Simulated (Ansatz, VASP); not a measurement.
**Cr: VASP beside Ansatz**

```xyz
1
Lattice="-1.4095 1.4095 1.4095 1.4095 -1.4095 1.4095 1.4095 1.4095 -1.4095" Properties=species:S:1:pos:R:3 pbc="T T T"
Cr    0.0000    0.0000    0.0000
```

Alike in both runs: task single point; functional PBE; k mesh 20 × 20 × 20; occupations gaussian, width 0.1 eV; no spin polarisation.

|  | VASP | Ansatz |
| --- | --- | --- |
| version | VASP 6.6.1 | Ansatz 0.2.0 |
| potentials or method | VASP PAW PBE potentials, release 64 (Cr_pv) | scalar-relativistic, plane waves, PAW |
| plane-wave cutoff (eV) | 520 | 420 |
| valence electrons in the cell | 12 | 14 |

|  | VASP | Ansatz | Ansatz less VASP |
| --- | --- | --- | --- |
| gap on the k mesh at the Fermi level (eV) | none | none | - |
| pressure (GPa) | 7.8 | 8.4 | +0.54 |

A gap of «none» marks a metal or a gap that the smearing closes. The two sets of potentials don't hold the same shells in valence.

Caveats: the run has no spin polarisation, though such a crystal can be magnetic. Spin polarisation is off, so any magnetic state and its effect on volume and gap are missing.
